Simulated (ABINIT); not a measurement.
# MgO (Fm-3m) in ABINIT: settings compared

Aim: see how the results for MgO move with the level of theory and the settings. Levels: revPBE+D3, RPBE, AM05, PBEsol, LDA-PZ. Tasks: equation of state, band structure.

Everything below comes from runs of ABINIT 10.8.3 (patched build). Logs are shortened: lines on timing, memory, paths and dates and some standing lists are left out, and cuts for length are marked. The log counts tension as positive stress, the text compression.

**Experimental background.**

“Electronic structure of alkaline earth and post-transition metal oxides”, 2009, arxiv:0908.1581 quotes, for a bulk crystal of MgO: band gap 7.83 eV.

How close the calculation comes is told below.

## (1) The crystal as given

Symmetry: Fm-3m, No. 225, cubic system. The conventional cell has a = 4.194 Å, b = 4.194 Å, c = 4.194 Å, α = 90.00°, β = 90.00°, γ = 90.00°. Mg (site symmetry m-3m) has 6 O at 2.10 Å as nearest neighbours. O (site symmetry m-3m) has 6 Mg at 2.10 Å as nearest neighbours.

The cell is a database's computed one.

## (2) Equation of state, revPBE+D3

run.abi reads:

```
# Datasets: one volume each
ndtset 7
getwfk -1
scalecart1 3*0.9795861087
scalecart2 3*0.9864848297
scalecart3 3*0.9932883884
scalecart4 3*1.0000000000
scalecart5 3*1.0066227096
scalecart6 3*1.0131594038
scalecart7 3*1.0196128224

# Pseudopotentials
pp_dirpath "./"
pseudos "Mg.GGA_PBE-JTH.xml, O.GGA_PBE-JTH.xml"

# Structure
acell 3*1.0
rprim
     0.0000000000     3.9627583152     3.9627583152
     3.9627583152     0.0000000000     3.9627583152
     3.9627583152     3.9627583152     0.0000000000
ntypat 2
znucl 12 8
natom 2
typat 1 2
xred
     0.0000000000     0.0000000000     0.0000000000
     0.5000000000     0.5000000000     0.5000000000

# Plane-wave basis
ecut 23.0
pawecutdg 45.0

# k points
kptopt 1
ngkpt 11 11 11
nshiftk 1
shiftk 0.0 0.0 0.0

# Exchange and correlation
ixc 14
vdw_xc 6

# Bands and occupations
nband 12
occopt 3
tsmear 0.05 eV

# SCF cycle
nstep 100
tolvrs 1.0e-9

# Output
iomode 3
prtwf 1
prtden 0
prteig 0
prtebands 0
```

Potentials or basis: JTH PAW PBE v2.0.

Command:

```bash
abinit run.abi > log 2>&1
```

run.abo:

```text
.Version 10.8.3 of ABINIT
 DATASET    1 : space group Fm -3 m (#225); Bravais cF (face-center cubic)
================================================================================
 Values of the parameters that define the memory need for DATASET  1.
     intxc =       0    ionmov =       0      iscf =      17    lmnmax =       8
     lnmax =       4     mgfft =      24  mpssoang =       2    mqgrid =    3001
     natom =       2  nloc_mem =       2    nspden =       1   nspinor =       1
    nsppol =       1      nsym =      48    n1xccc =       1    ntypat =       2
    occopt =       3   xclevel =       2
       mpw =         626          nfft =       13824          nkpt =          56
 PAW method is used; the additional fine FFT grid is defined by:
   mgfftf=        36    nfftf =     46656
================================================================================
================================================================================
[... 71 lines left out ...]
 DATASET    7 : space group Fm -3 m (#225); Bravais cF (face-center cubic)
================================================================================
 Values of the parameters that define the memory need for DATASET  7.
     intxc =       0    ionmov =       0      iscf =      17    lmnmax =       8
     lnmax =       4     mgfft =      27  mpssoang =       2    mqgrid =    3001
     natom =       2  nloc_mem =       2    nspden =       1   nspinor =       1
    nsppol =       1      nsym =      48    n1xccc =       1    ntypat =       2
    occopt =       3   xclevel =       2
       mpw =         706          nfft =       19683          nkpt =          56
 PAW method is used; the additional fine FFT grid is defined by:
   mgfftf=        36    nfftf =     46656
================================================================================
================================================================================

--------------------------------------------------------------------------------
------------- Echo of variables that govern the present computation ------------
--------------------------------------------------------------------------------
 -outvars: echo values of preprocessed input variables --------
            acell      1.0000000000E+00  1.0000000000E+00  1.0000000000E+00 Bohr
              amu      2.43050000E+01  1.59994000E+01
             ecut      2.30000000E+01 Hartree
           getwfk          -1
                       outvar_i_n : Printing only first  50 k-points.
              ixc          14
           jdtset        1    2    3    4    5    6    7
                       outvar_i_n : Printing only first  50 k-points.
         kptrlatt       11    0    0      0   11    0      0    0   11
          kptrlen1     6.03876163E+01
          kptrlen2     6.08128952E+01
          kptrlen3     6.12323077E+01
          kptrlen4     6.16460521E+01
          kptrlen5     6.20543160E+01
          kptrlen6     6.24572774E+01
          kptrlen7     6.28551052E+01
            natom           2
            nband          12
           ndtset           7
            ngfft1         24      24      24
            ngfft2         24      24      24
            ngfft3         27      27      27
            ngfft4         27      27      27
            ngfft5         27      27      27
            ngfft6         27      27      27
            ngfft7         27      27      27
          ngfftdg          36      36      36
             nkpt          56
            nstep         100
             nsym          48
           ntypat           2
                       prtocc : prtvol=0, do not print more k-points.
           occopt           3
        pawecutdg      4.50000000E+01 Hartree
         pawxcdev           0
           prtden           0
        prtebands           0
           prteig           0
            rprim1     0.0000000000E+00  3.8818629977E+00  3.8818629977E+00
                       3.8818629977E+00  0.0000000000E+00  3.8818629977E+00
                       3.8818629977E+00  3.8818629977E+00  0.0000000000E+00
            rprim2     0.0000000000E+00  3.9092009617E+00  3.9092009617E+00
                       3.9092009617E+00  0.0000000000E+00  3.9092009617E+00
                       3.9092009617E+00  3.9092009617E+00  0.0000000000E+00
            rprim3     0.0000000000E+00  3.9361618205E+00  3.9361618205E+00
                       3.9361618205E+00  0.0000000000E+00  3.9361618205E+00
                       3.9361618205E+00  3.9361618205E+00  0.0000000000E+00
            rprim4     0.0000000000E+00  3.9627583152E+00  3.9627583152E+00
                       3.9627583152E+00  0.0000000000E+00  3.9627583152E+00
                       3.9627583152E+00  3.9627583152E+00  0.0000000000E+00
            rprim5     0.0000000000E+00  3.9890025127E+00  3.9890025127E+00
                       3.9890025127E+00  0.0000000000E+00  3.9890025127E+00
                       3.9890025127E+00  3.9890025127E+00  0.0000000000E+00
            rprim6     0.0000000000E+00  4.0149058520E+00  4.0149058520E+00
                       4.0149058520E+00  0.0000000000E+00  4.0149058520E+00
                       4.0149058520E+00  4.0149058520E+00  0.0000000000E+00
            rprim7     0.0000000000E+00  4.0404791903E+00  4.0404791903E+00
                       4.0404791903E+00  0.0000000000E+00  4.0404791903E+00
                       4.0404791903E+00  4.0404791903E+00  0.0000000000E+00
          spgroup         225
           tolvrs      1.00000000E-09
           tsmear      1.83746611E-03 Hartree
            typat      1  2
           useylm           1
           vdw_xc           6
                       outvars : Printing only first  50 k-points.
           xangst1     0.0000000000E+00  0.0000000000E+00  0.0000000000E+00
                       2.0541934328E+00  2.0541934328E+00  2.0541934328E+00
           xangst2     0.0000000000E+00  0.0000000000E+00  0.0000000000E+00
                       2.0686600604E+00  2.0686600604E+00  2.0686600604E+00
           xangst3     0.0000000000E+00  0.0000000000E+00  0.0000000000E+00
                       2.0829271324E+00  2.0829271324E+00  2.0829271324E+00
           xangst4     0.0000000000E+00  0.0000000000E+00  0.0000000000E+00
                       2.0970013913E+00  2.0970013913E+00  2.0970013913E+00
           xangst5     0.0000000000E+00  0.0000000000E+00  0.0000000000E+00
                       2.1108892225E+00  2.1108892225E+00  2.1108892225E+00
           xangst6     0.0000000000E+00  0.0000000000E+00  0.0000000000E+00
                       2.1245966794E+00  2.1245966794E+00  2.1245966794E+00
           xangst7     0.0000000000E+00  0.0000000000E+00  0.0000000000E+00
                       2.1381295072E+00  2.1381295072E+00  2.1381295072E+00
            xcart1     0.0000000000E+00  0.0000000000E+00  0.0000000000E+00
                       3.8818629977E+00  3.8818629977E+00  3.8818629977E+00
            xcart2     0.0000000000E+00  0.0000000000E+00  0.0000000000E+00
                       3.9092009617E+00  3.9092009617E+00  3.9092009617E+00
            xcart3     0.0000000000E+00  0.0000000000E+00  0.0000000000E+00
                       3.9361618205E+00  3.9361618205E+00  3.9361618205E+00
            xcart4     0.0000000000E+00  0.0000000000E+00  0.0000000000E+00
                       3.9627583152E+00  3.9627583152E+00  3.9627583152E+00
            xcart5     0.0000000000E+00  0.0000000000E+00  0.0000000000E+00
                       3.9890025127E+00  3.9890025127E+00  3.9890025127E+00
            xcart6     0.0000000000E+00  0.0000000000E+00  0.0000000000E+00
                       4.0149058520E+00  4.0149058520E+00  4.0149058520E+00
            xcart7     0.0000000000E+00  0.0000000000E+00  0.0000000000E+00
                       4.0404791903E+00  4.0404791903E+00  4.0404791903E+00
             xred      0.0000000000E+00  0.0000000000E+00  0.0000000000E+00
                       5.0000000000E-01  5.0000000000E-01  5.0000000000E-01
            znucl       12.00000    8.00000

================================================================================

 chkinp: Checking input parameters for consistency, jdtset=   1.

 chkinp: Checking input parameters for consistency, jdtset=   2.

 chkinp: Checking input parameters for consistency, jdtset=   3.

 chkinp: Checking input parameters for consistency, jdtset=   4.
[... 31 lines left out ...]
 getcut: wavevector=  0.0000  0.0000  0.0000  ngfft=  24  24  24
         ecut(hartree)=     23.000   => boxcut(ratio)=   2.02501

 Fine grid specifications (used for densities):

 getcut: wavevector=  0.0000  0.0000  0.0000  ngfft=  36  36  36
         ecut(hartree)=     45.000   => boxcut(ratio)=   2.17158

--- Pseudopotential description ------------------------------------------------
- pspini: atom type   1  psp file is ./Mg.GGA_PBE-JTH.xml
 Pseudopotential format is: paw10
 basis_size (lnmax)=  4 (lmn_size=  8), orbitals=   0   0   1   1
 Spheres core radius: rc_sph= 1.90157919
 Shapefunction is SIN type: shapef(r)=[sin(pi*r/rshp)/(pi*r/rshp)]**2
 Radius for shape functions =  1.70710089
 Compensation charge density is not taken into account in XC energy/potential

- pspini: atom type   2  psp file is ./O.GGA_PBE-JTH.xml
 Pseudopotential format is: paw10
 basis_size (lnmax)=  4 (lmn_size=  8), orbitals=   0   0   1   1
 Spheres core radius: rc_sph= 1.41465230
 Shapefunction is SIN type: shapef(r)=[sin(pi*r/rshp)/(pi*r/rshp)]**2
 Radius for shape functions =  1.20231231
 Compensation charge density is not taken into account in XC energy/potential

   2.59069307E+02                                ecore*ucvol(ha*bohr**3)
--------------------------------------------------------------------------------

[... 7 lines left out ...]

     iter   Etot(hartree)      deltaE(h)  residm     nres2
 ETOT  1  -77.972014859627    -7.797E+01 1.600E+01 1.679E+01
 ETOT  2  -79.821930224931    -1.850E+00 4.926E-02 4.348E+00
 ETOT  3  -79.810892835067     1.104E-02 1.060E-02 1.072E+00
 ETOT  4  -79.810775361750     1.175E-04 7.075E-03 2.593E-02
 ETOT  5  -79.810929094923    -1.537E-04 4.521E-04 3.225E-03
 ETOT  6  -79.810936160267    -7.065E-06 2.199E-04 7.801E-04
 ETOT  7  -79.810934184746     1.976E-06 2.603E-04 3.256E-05
 ETOT  8  -79.810934231349    -4.660E-08 1.087E-04 4.503E-06
 ETOT  9  -79.810934246889    -1.554E-08 9.463E-05 5.541E-07
 ETOT 10  -79.810934246321     5.682E-10 3.908E-05 2.123E-08
 ETOT 11  -79.810934246317     4.320E-12 3.741E-05 2.496E-09
[... 1231 lines left out ...]
 Cartesian components of stress tensor (hartree/bohr^3)
  sigma(1 1)=  2.00061113E-04  sigma(3 2)=  0.00000000E+00
  sigma(2 2)=  2.00061113E-04  sigma(3 1)=  0.00000000E+00
  sigma(3 3)=  2.00061113E-04  sigma(2 1)=  0.00000000E+00

-Cartesian components of stress tensor (GPa)         [Pressure= -5.8860E+00 GPa]
- sigma(1 1)=  5.88600116E+00  sigma(3 2)=  0.00000000E+00
- sigma(2 2)=  5.88600116E+00  sigma(3 1)=  0.00000000E+00
- sigma(3 3)=  5.88600116E+00  sigma(2 1)=  0.00000000E+00

== END DATASET(S) ==============================================================
================================================================================

 -outvars: echo values of variables after computation  --------
            acell      1.0000000000E+00  1.0000000000E+00  1.0000000000E+00 Bohr
           etotal1    -7.9810934246E+01
           etotal2    -7.9811937826E+01
           etotal3    -7.9812602219E+01
           etotal4    -7.9812964326E+01
           etotal5    -7.9813051297E+01
           etotal6    -7.9812892631E+01
           etotal7    -7.9812514425E+01
            fcart1    -0.0000000000E+00 -0.0000000000E+00 -0.0000000000E+00
                      -0.0000000000E+00 -0.0000000000E+00 -0.0000000000E+00
            fcart2    -0.0000000000E+00 -0.0000000000E+00 -0.0000000000E+00
                      -0.0000000000E+00 -0.0000000000E+00 -0.0000000000E+00
            fcart3    -0.0000000000E+00 -0.0000000000E+00 -0.0000000000E+00
                      -0.0000000000E+00 -0.0000000000E+00 -0.0000000000E+00
            fcart4    -0.0000000000E+00 -0.0000000000E+00 -0.0000000000E+00
                      -0.0000000000E+00 -0.0000000000E+00 -0.0000000000E+00
            fcart5    -0.0000000000E+00 -0.0000000000E+00 -0.0000000000E+00
                      -0.0000000000E+00 -0.0000000000E+00 -0.0000000000E+00
            fcart6    -0.0000000000E+00 -0.0000000000E+00 -0.0000000000E+00
                      -0.0000000000E+00 -0.0000000000E+00 -0.0000000000E+00
            fcart7    -0.0000000000E+00 -0.0000000000E+00 -0.0000000000E+00
                      -0.0000000000E+00 -0.0000000000E+00 -0.0000000000E+00
            rprim1     0.0000000000E+00  3.8818629977E+00  3.8818629977E+00
[... 30 lines left out ...]
           strten6     1.1628958635E-04  1.1628958635E-04  1.1628958635E-04
                       0.0000000000E+00  0.0000000000E+00  0.0000000000E+00
           strten7     2.0006111300E-04  2.0006111300E-04  2.0006111300E-04
                       0.0000000000E+00  0.0000000000E+00  0.0000000000E+00
           xangst1     0.0000000000E+00  0.0000000000E+00  0.0000000000E+00
                       2.0541934328E+00  2.0541934328E+00  2.0541934328E+00
           xangst2     0.0000000000E+00  0.0000000000E+00  0.0000000000E+00
                       2.0686600604E+00  2.0686600604E+00  2.0686600604E+00
           xangst3     0.0000000000E+00  0.0000000000E+00  0.0000000000E+00
                       2.0829271324E+00  2.0829271324E+00  2.0829271324E+00
           xangst4     0.0000000000E+00  0.0000000000E+00  0.0000000000E+00
                       2.0970013913E+00  2.0970013913E+00  2.0970013913E+00
           xangst5     0.0000000000E+00  0.0000000000E+00  0.0000000000E+00
                       2.1108892225E+00  2.1108892225E+00  2.1108892225E+00
           xangst6     0.0000000000E+00  0.0000000000E+00  0.0000000000E+00
                       2.1245966794E+00  2.1245966794E+00  2.1245966794E+00
           xangst7     0.0000000000E+00  0.0000000000E+00  0.0000000000E+00
                       2.1381295072E+00  2.1381295072E+00  2.1381295072E+00
             xred      0.0000000000E+00  0.0000000000E+00  0.0000000000E+00
                       5.0000000000E-01  5.0000000000E-01  5.0000000000E-01
 Calculation completed.
```

It took 87 s on 1 thread of Arm Neoverse V1, shared host; peak memory 0.13 GiB.

What came out:

| Quantity | Value |
| --- | --- |
| Equilibrium volume | 9.38 Å³/atom |
| Bulk modulus | 150 GPa |
| Pressure derivative of the bulk modulus | 4.4 |

Energy against volume, from the lowest point:
| volume (Å³/atom) | energy (meV/atom) |
| --- | --- |
| 8.668 | 28.80 |
| 8.853 | 15.15 |
| 9.037 | 6.11 |
| 9.221 | 1.18 |
| 9.406 | 0.00 |
| 9.590 | 2.16 |
| 9.775 | 7.30 |

Caveat: pressures at fixed basis lie under the slope of the energies; the PAW data sets were made with another functional, which shifts forces and pressure a little.

## (3) Equation of state, RPBE

Edit run.abi of step 2 so:

```diff
@@ -16,7 +16,7 @@
 # Structure
-acell 3*1.0
+acell 5.6041865537 5.6041865537 5.6041865537
 rprim
-     0.0000000000     3.9627583152     3.9627583152
-     3.9627583152     0.0000000000     3.9627583152
-     3.9627583152     3.9627583152     0.0000000000
+     0.0000000000     0.7071067812     0.7071067812
+     0.7071067812     0.0000000000     0.7071067812
+     0.7071067812     0.7071067812     0.0000000000
 ntypat 2
@@ -30,3 +30,3 @@
 # Plane-wave basis
-ecut 23.0
+ecut 625.861884 eV
 pawecutdg 45.0
@@ -40,4 +40,3 @@
 # Exchange and correlation
-ixc 14
-vdw_xc 6
+ixc 15
 
@@ -58 +57,2 @@
 prtebands 0
+enunit 2
```

Potentials or basis: JTH PAW PBE v2.0.

Command:

```bash
abinit run.abi > log 2>&1
```

It took 86 s on 1 thread of Arm Neoverse V1, shared host; peak memory 0.13 GiB.

It converged, with:

```
Equilibrium volume : 9.92 Å³/atom (rough: see the caveat)
Bulk modulus       : 138 GPa (rough)
```

Energy against volume, from the lowest point:
```csv
volume (Å³/atom),energy (meV/atom)
8.668,84.74
8.853,59.22
9.037,38.85
9.221,23.14
9.406,11.69
9.590,4.10
9.775,0.00
```

Caveat: pressures at fixed basis lie under the slope of the energies; the minimum lies outside the volumes run; the PAW data sets were made with another functional, which shifts forces and pressure a little.

(Continued in part 2 of 2.)
